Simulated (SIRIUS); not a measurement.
# MgS under changes of volume

One of the cells (23.195 Å³/atom); the others are scaled copies at fixed shape and fractional positions:

```
S Mg
1.0
     0.00000    2.85188    2.85188
     2.85188    0.00000    2.85188
     2.85188    2.85188    0.00000
S Mg
1 1
Cartesian
  1.4259 1.4259 1.4259
  0.0000 0.0000 0.0000
```

The cell comes from a database or a generator and needn't be the stable form of this composition.

```yaml
Program: SIRIUS 7.12.0
Functional: PBEsol
Potentials_or_basis: PseudoDojo 0.4.1 PBEsol standard (scalar relativistic)
Cutoff: 1152 eV
Density_cutoff: 4606 eV
k_mesh: 8 × 8 × 8
Occupations: fermi-dirac, width 0.05 eV
Spin: no spin polarisation
```

```csv
volume (Å³/atom),energy over the lowest point (meV/atom),pressure (GPa),gap on the mesh (eV)
21.376,11.92,3.5,3.58
21.831,4.01,2.1,3.48
22.285,0.00,0.8,3.37
23.195,?,?,?
23.650,7.78,-2.4,3.09
24.105,15.95,-3.3,3.00
```

**Question.** What does the run at 23.195 Å³/atom give?

**Answer.** Energy over the lowest point 2.21 meV/atom; pressure -1.5 GPa; gap on the mesh 3.18 eV.

Worked out: A Birch-Murnaghan fit of order 3 (a polynomial in V^(-2/3)) to the other rows has its minimum at 22.58 Å³/atom with B0 = V·E''(V) = 58 GPa and B' = 4.1. It gives 2.21 meV/atom at 23.195 Å³/atom, against the run's 2.21, and -dE/dV = -1.5 GPa, against -1.5. A straight line through the other rows of the gap, of slope -4.83 eV per unit of ln V, gives 3.18 eV, against the run's 3.18.

Energies are extrapolated to zero smearing.

A mesh can miss the band edges.
